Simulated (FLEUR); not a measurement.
## BeTe under changes of volume

One of the cells (21.254 Å³/atom); the others are scaled copies at fixed shape and fractional positions:

```xyz
2
Lattice="0.0000 2.7700 2.7700 2.7700 0.0000 2.7700 2.7700 2.7700 0.0000" Properties=species:S:1:pos:R:3 pbc="T T T"
Te    4.1550    4.1550    4.1550
Be    0.0000    0.0000    0.0000
```

```yaml
Program: FLEUR MaX-R8.1 (later development tree)
Functional: LDA
Potentials_or_basis: all-electron
Basis: FLAPW
Kmax: 4.21 1/bohr
k_mesh: 8 × 8 × 8
Occupations: fermi-dirac, width 0.05 eV
Spin: no spin polarisation
```

| volume (Å³/atom) | energy over the lowest point (meV/atom) | gap on the mesh (eV) |
| --- | --- | --- |
| 19.979 | ? | ? |
| 20.404 | 9.92 | 1.67 |
| 21.254 | 0.00 | 1.77 |
| 22.104 | 4.05 | 1.86 |
| 22.529 | 10.52 | 1.91 |

Problem. What does the run at 19.979 Å³/atom give?

Solution. Energy over the lowest point 21.12 meV/atom; gap on the mesh 1.61 eV.

Worked out: A Birch-Murnaghan fit of order 2 (a polynomial in V^(-2/3)) to the other rows has its minimum at 21.41 Å³/atom with B0 = V·E''(V) = 64 GPa. It gives 21.06 meV/atom at 19.979 Å³/atom, against the run's 21.12. A straight line through the other rows of the gap, of slope 2.4 eV per unit of ln V, extrapolates to 1.62 eV, against the run's 1.61.

Energies are extrapolated to zero smearing.

Caveats: spin-orbit coupling is left out, which moves the levels of the heavy elements.

A mesh can miss the band edges.
